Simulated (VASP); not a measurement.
# Sb (Fm-3m) in VASP: further runs

One crystal, Sb, is run at these levels: RPBE; tasks: single point.

Everything below comes from runs of VASP 6.6.1. Logs are shortened: lines on timing, memory, paths and dates and some standing lists are left out, and cuts for length are marked.

### Step 1. Starting point

Symmetry: Fm-3m, No. 225, cubic system. Conventional cell: a = 4.624 Å, b = 4.624 Å, c = 4.624 Å, α = 90.00°, β = 90.00°, γ = 90.00°. Sb (site symmetry m-3m) has 12 Sb at 3.27 Å as nearest neighbours.

This isn't the form of Sb at room conditions, which is rhombohedral.

### Step 2. Single point, RPBE

INCAR reads:

```
SYSTEM = Sb
ALGO = Normal
EDIFF = 1E-6
ENCUT = 520
GGA = RP
ISIF = 2
ISMEAR = -1
LASPH = .TRUE.
LCHARG = .FALSE.
LREAL = .FALSE.
LWAVE = .FALSE.
NBANDS = 8
NELM = 100
PREC = Accurate
SIGMA = 0.1
```

KPOINTS reads:

```
k-points
0
G
  13 13 13
  0 0 0
```

POSCAR reads:

```
Sb
1.0
    0.0000000000      2.3117936038      2.3117936038
    2.3117936038      0.0000000000      2.3117936038
    2.3117936038      2.3117936038      0.0000000000
Sb
1
Direct
    0.0000000000      0.0000000000      0.0000000000
```

Potentials or basis: VASP PAW PBE potentials, release 64 (Sb).

Command:

```bash
cat potpaw_PBE.64/Sb/POTCAR > POTCAR
mpirun -np 1 vasp_std > vasp.out
```

OUTCAR:

```text
SYSTEM = Sb
   EDIFF = 1E-6
   ENCUT = 520
   GGA = RP
   ISIF = 2
   ISMEAR = -1
   LASPH = .TRUE.
   LREAL = .FALSE.
   NELM = 100
   PREC = Accurate

 ion  position               nearest neighbor table
   1  0.000  0.000  0.000-

  LATTYP: Found a face centered cubic cell.
 ALAT       =     4.6235872076

  Lattice vectors:

 A1 = (   0.0000000000,   2.3117936038,   2.3117936038)
 A2 = (   2.3117936038,   0.0000000000,   2.3117936038)
 A3 = (   2.3117936038,   2.3117936038,   0.0000000000)

Analysis of symmetry for initial positions (statically):
=====================================================================
 Subroutine PRICEL returns:
 Original cell was already a primitive cell.

 Routine SETGRP: Setting up the symmetry group for a
 face centered cubic supercell.

 Subroutine GETGRP returns: Found 48 space group operations
 (whereof 48 operations were pure point group operations)
 out of a pool of 48 trial point group operations.

The static configuration has the point symmetry O_h .

Analysis of symmetry for dynamics (positions and initial velocities):
=====================================================================
 Subroutine PRICEL returns:
 Original cell was already a primitive cell.

 Routine SETGRP: Setting up the symmetry group for a
 face centered cubic supercell.

 Subroutine GETGRP returns: Found 48 space group operations
 (whereof 48 operations were pure point group operations)
 out of a pool of 48 trial point group operations.

The dynamic configuration has the point symmetry O_h .

 Subroutine INISYM returns: Found 48 space group operations
 (whereof 48 operations are pure point group operations),
 and found     1 'primitive' translations

----------------------------------------------------------------------------------------

                                     Primitive cell

  volume of cell :      24.7103

  direct lattice vectors                    reciprocal lattice vectors
     0.000000000  2.311793604  2.311793604    -0.216282284  0.216282284  0.216282284
     2.311793604  0.000000000  2.311793604     0.216282284 -0.216282284  0.216282284
     2.311793604  2.311793604  0.000000000     0.216282284  0.216282284 -0.216282284

  length of vectors
     3.269369868  3.269369868  3.269369868     0.374611904  0.374611904  0.374611904

  position of ions in fractional coordinates (direct lattice)
     0.000000000  0.000000000  0.000000000

  ion indices of the primitive-cell ions
   primitive index   ion index
                 1           1

----------------------------------------------------------------------------------------

 KPOINTS: k-points

Automatic generation of k-mesh.
 Grid dimensions read from file:
 generate k-points for:   13   13   13

 Generating k-lattice:

  Cartesian coordinates                     Fractional coordinates (reciprocal lattice)
    -0.016637099  0.016637099  0.016637099     0.076923077  0.000000000  0.000000000
     0.016637099 -0.016637099  0.016637099     0.000000000  0.076923077  0.000000000
     0.016637099  0.016637099 -0.016637099     0.000000000  0.000000000  0.076923077

  Length of vectors
     0.028816300  0.028816300  0.028816300

  Shift w.r.t. Gamma in fractional coordinates (k-lattice)
     0.000000000  0.000000000  0.000000000

 Subroutine IBZKPT returns following result:
 ===========================================

 Found     84 irreducible k-points:

 Following reciprocal coordinates:
            Coordinates               Weight
  0.000000  0.000000  0.000000      1.000000
  0.076923  0.000000  0.000000      8.000000
  0.153846  0.000000  0.000000      8.000000
  0.230769  0.000000  0.000000      8.000000
  0.307692  0.000000  0.000000      8.000000
  0.384615  0.000000  0.000000      8.000000
[... 16 lines left out ...]
  0.384615  0.153846  0.000000     24.000000
  0.461538  0.153846  0.000000     24.000000
 [... further k-points ...]
   k-points           NKPTS =     84   k-points in BZ     NKDIM =     84   number of bands    NBANDS=      8
   number of dos      NEDOS =    301   number of ions     NIONS =      1
   total plane-waves  NPLWV =  13824
   dimension x,y,z NGX =    24 NGY =   24 NGZ =   24
   dimension x,y,z NGXF=    48 NGYF=   48 NGZF=   48
   ions per type =               1
   NGX,Y,Z   is equivalent  to a cutoff of  12.20, 12.20, 12.20 a.u.
   NGXF,Y,Z  is equivalent  to a cutoff of  24.41, 24.41, 24.41 a.u.
 SYSTEM =  Sb
   PREC   = accura    normal or accurate (medium, high low for compatibility)
   ISTART =      0    job   : 0-new  1-cont  2-samecut
   ICHARG =      2    charge: 1-file 2-atom 10-const
   ISPIN  =      1    spin polarized calculation?
   LNONCOLLINEAR =      F non collinear calculations
   LSORBIT =      F    spin-orbit coupling
   LASPH  =      T    aspherical Exc in radial PAW
   ENCUT  =  520.0 eV  38.22 Ry    6.18 a.u.   6.08  6.08  6.08*2*pi/ulx,y,z
   NELM   =    100;   NELMIN=  2; NELMDL= -5     # of ELM steps
   EDIFF  = 0.1E-05   stopping-criterion for ELM
   LREAL  =      F    real-space projection
   EDIFFG = 0.1E-04   stopping-criterion for IOM
   NSW    =      0    number of steps for IOM
   IBRION =     -1    ionic relax: 0-MD 1-quasi-New 2-CG
   NFREE  =      0    steps in history (QN), initial steepest desc. (CG)
   ISIF   =      2    stress and relaxation
   ISYM   =      2    0-nonsym 1-usesym 2-fastsym
   POTIM  = 0.5000    time-step for ionic-motion
   TEBEG  =    0.0;   TEEND  =   0.0 temperature during run
   PSTRESS=    0.0 pullay stress
   NELECT =       5.0000    total number of electrons
   NUPDOWN=      -1.0000    fix difference up-down
   EMIN   =  10.00;   EMAX   =-10.00  energy-range for DOS
   EFERMI =   0.00;   METHOD = LEGACY
   ISMEAR =    -1;   SIGMA  =   0.10  broadening in eV -4-tet -1-fermi 0-gaus
   EFERMI_NEDOS =   21; number of points for ismear=-14 and -15
   IALGO  =     38    algorithm
   IMIX   =      4    mixing-type and parameters
     AMIX     =   0.40;   BMIX     =  1.00
     AMIX_MAG =   1.60;   BMIX_MAG =  1.00
  volume/ion in A,a.u.               =      24.71       166.75
  Fermi-wavevector in a.u.,A,eV,Ry     =   0.961109  1.816232 12.568105  0.923730
  Thomas-Fermi vector in A             =   2.090452
   LORBIT       =      0    0 simple, 1 ext, 2 COOP (PROOUT), +10 PAW based schemes
   GGA     = RP    functional components
   LHFCALC =     F    Hartree Fock is set to
   AEXX    =    0.0000 exact exchange contribution
   IVDW    =     0    specifies the selected vdW correction
   LEPSILON=     F    determine dielectric tensor
   LRPA    =     F    only Hartree local field effects (RPA)
 non-spin polarized calculation
  energy-cutoff  :      520.00
  volume of cell :       24.71
 maximum number of plane-waves:       678
   NGX = 13   NGY = 13   NGZ = 13

 number of electron       4.9999999 magnetization

 Free energy of the ion-electron system (eV)
  ---------------------------------------------------
  ext. energy  EPLUGINS =         0.00000000
  ---------------------------------------------------
  free energy    TOTEN  =        -3.36193962 eV

  energy without entropy =       -3.33891512  energy(sigma->0) =       -3.35042737

 E-fermi :   9.7955     XC(G=0): -10.5814

 val. band max:        9.7694673720   @ k =   0.4615   0.3846   0.0769
 cond. band min:       9.8160383404   @ k =   0.4615   0.2308   0.0000
 fundamental gap:      0.0465709685
 Fermi energy:         9.7955134450

 k-point     1 :       0.0000    0.0000    0.0000
  band No.  band energies     occupation
      1      -3.8316      2.00000
      2      15.8031      0.00000
      3      15.8031      0.00000
      4      15.8031      0.00000
      5      19.9549      0.00000
      6      19.9898      0.00000
      7      19.9898      0.00000
      8      19.9898      0.00000

 k-point     2 :       0.0769    0.0000    0.0000
  band No.  band energies     occupation
      1      -3.7044      2.00000
      2      14.5425      0.00000
      3      15.6139      0.00000
      4      15.6139      0.00000
      5      18.9938      0.00000
      6      20.2879      0.00000
      7      20.2879      0.00000
      8      21.8136      0.00000

 k-point     3 :       0.1538    0.0000    0.0000
  band No.  band energies     occupation
      1      -3.3238      2.00000
      2      12.1339      0.00000
      3      15.1853      0.00000
      4      15.1853      0.00000
      5      18.5803      0.00000
      6      20.8662      0.00000
      7      20.8662      0.00000
      8      22.5762      0.00000

 k-point     4 :       0.2308    0.0000    0.0000
  band No.  band energies     occupation
      1      -2.6939      2.00000
      2       9.6185      1.70885
      3      14.7182      0.00000
      4      14.7182      0.00000
      5      18.3455      0.00000
      6      20.6278      0.00000
      7      20.6278      0.00000
      8      21.9003      0.00000

 k-point     5 :       0.3077    0.0000    0.0000
  band No.  band energies     occupation
      1      -1.8283      2.00000
      2       7.2600      2.00000
      3      14.3203      0.00000
      4      14.3203      0.00000
      5      18.2611      0.00000
      6      19.9278      0.00000
      7      19.9278      0.00000
      8      20.8528      0.00000

 k-point     6 :       0.3846    0.0000    0.0000
  band No.  band energies     occupation
      1      -0.7747      2.00000
      2       5.1847      2.00000
      3      14.0387      0.00000
      4      14.0387      0.00000
      5      18.3247      0.00000
      6      19.3866      0.00000
      7      19.3866      0.00000
      8      20.0120      0.00000

 k-point     7 :       0.4615    0.0000    0.0000
  band No.  band energies     occupation
      1       0.2344      2.00000
      2       3.6582      2.00000
      3      13.8939      0.00000
      4      13.8939      0.00000
      5      18.4807      0.00000
      6      19.1042      0.00000
      7      19.1042      0.00000
      8      19.4635      0.00000

 k-point     8 :       0.0769    0.0769    0.0000
  band No.  band energies     occupation
      1      -3.6620      2.00000
      2      15.0555      0.00000
      3      15.0555      0.00000
      4      15.1409      0.00000
      5      18.3474      0.00000
      6      20.8836      0.00000
      7      20.8836      0.00000
      8      21.8763      0.00000

 k-point     9 :       0.1538    0.0769    0.0000
  band No.  band energies     occupation
      1      -3.3656      2.00000
      2      12.9949      0.00000
      3      14.4382      0.00000
      4      15.1150      0.00000
      5      18.1630      0.00000
      6      20.7943      0.00000
      7      20.9982      0.00000
      8      21.6902      0.00000

 k-point    10 :       0.2308    0.0769    0.0000
  band No.  band energies     occupation
      1      -2.8184      2.00000
      2      10.5144      0.00151
      3      13.9115      0.00000
      4      14.6875      0.00000
      5      18.3337      0.00000
      6      20.0143      0.00000
      7      21.1738      0.00000
      8      21.8633      0.00000
[... 78 lines left out ...]
 k-point    18 :      -0.1538    0.0769    0.0000
  band No.  band energies     occupation
      1      -3.0286      2.00000
      2      11.3343      0.00000
      3      13.4073      0.00000
      4      15.6374      0.00000
      5      18.9917      0.00000
      6      20.4730      0.00000
      7      20.9021      0.00000
      8      21.5524      0.00000

 k-point    19 :      -0.0769    0.0769    0.0000
  band No.  band energies     occupation
      1      -3.4927      2.00000
      2      13.5749      0.00000
      3      14.2168      0.00000
      4      15.8547      0.00000
      5      18.9193      0.00000
      6      20.2112      0.00000
      7      20.9573      0.00000
      8      22.2535      0.00000

 k-point    20 :       0.1538    0.1538    0.0000
  band No.  band energies     occupation
      1      -3.1538      2.00000
      2      13.6156      0.00000
      3      13.6929      0.00000
      4      13.6929      0.00000
      5      17.0020      0.00000
      6      19.2684      0.00000
      7      22.6486      0.00000
      8      22.6486      0.00000

 k-point    21 :       0.2308    0.1538    0.0000
  band No.  band energies     occupation
      1      -2.6903      2.00000
      2      11.4481      0.00000
      3      13.0829      0.00000
      4      13.5816      0.00000
      5      16.9836      0.00000
      6      18.3248      0.00000
      7      22.8353      0.00000
      8      23.2695      0.00000

 k-point    22 :       0.3077    0.1538    0.0000
  band No.  band energies     occupation
      1      -1.9819      2.00000
      2       9.1029      1.99804
      3      12.6681      0.00000
      4      12.9374      0.00000
      5      16.8267      0.00000
      6      18.8794      0.00000
      7      22.6433      0.00000
      8      22.7108      0.00000

 k-point    23 :       0.3846    0.1538    0.0000
  band No.  band energies     occupation
      1      -1.0505      2.00000
      2       6.8991      2.00000
      3      12.1738      0.00000
      4      12.4783      0.00000
      5      16.4830      0.00000
      6      20.2489      0.00000
      7      21.9055      0.00000
      8      22.5525      0.00000

 k-point    24 :       0.4615    0.1538    0.0000
  band No.  band energies     occupation
      1       0.0223      2.00000
      2       5.0086      2.00000
      3      11.4773      0.00000
      4      12.5268      0.00000
      5      16.3908      0.00000
      6      21.0795      0.00000
      7      21.2213      0.00000
      8      23.1541      0.00000

 [... further k-points ...]

------------------------ aborting loop because EDIFF is reached ----------------------------------------

  FORCE on cell =-STRESS in cart. coord.  units (eV):
  Direction    XX          YY          ZZ          XY          YZ          ZX
  --------------------------------------------------------------------------------------
  -------------------------------------------------------------------------------------
  Total        1.4046358      1.4046358      1.4046358      0.0000000      0.0000000     -0.0000000
  in kB       91.0745764     91.0745764     91.0745764      0.0000000      0.0000000     -0.0000000
  external PRESSURE =      91.0745764 kB  Pullay stress =       0.0000000 kB

 VOLUME and BASIS-vectors are now :
 -----------------------------------------------------------------------------
  energy-cutoff  :      520.00
  volume of cell :       24.71
      direct lattice vectors                 reciprocal lattice vectors
     0.000000000  2.311793604  2.311793604    -0.216282284  0.216282284  0.216282284
     2.311793604  0.000000000  2.311793604     0.216282284 -0.216282284  0.216282284
     2.311793604  2.311793604  0.000000000     0.216282284  0.216282284 -0.216282284

 POSITION                                       TOTAL-FORCE (eV/Angst)
 -----------------------------------------------------------------------------------
      0.00000      0.00000      0.00000         0.000000     -0.000000     -0.000000
 -----------------------------------------------------------------------------------
    total drift:                                0.000000     -0.000000     -0.000000

  FREE ENERGIE OF THE ION-ELECTRON SYSTEM (eV)
  ---------------------------------------------------
  free  energy   TOTEN  =        -3.3619396155 eV

  energy  without entropy=       -3.3389151204  energy(sigma->0) =       -3.35042737
```

It took 13 s on 1 thread of AMD EPYC 7R43 (Zen 3), shared host; peak memory 0.11 GiB.

Results:

```yaml
Free_energy: -3.3619 eV
Pressure: 9.1 GPa
Band_gap_on_the_k_mesh: none (metal or under the smearing width)
```

Caveat: the PAW data sets were made with another functional, which shifts forces and pressure a little.

(Continued in part 2 of 2.)
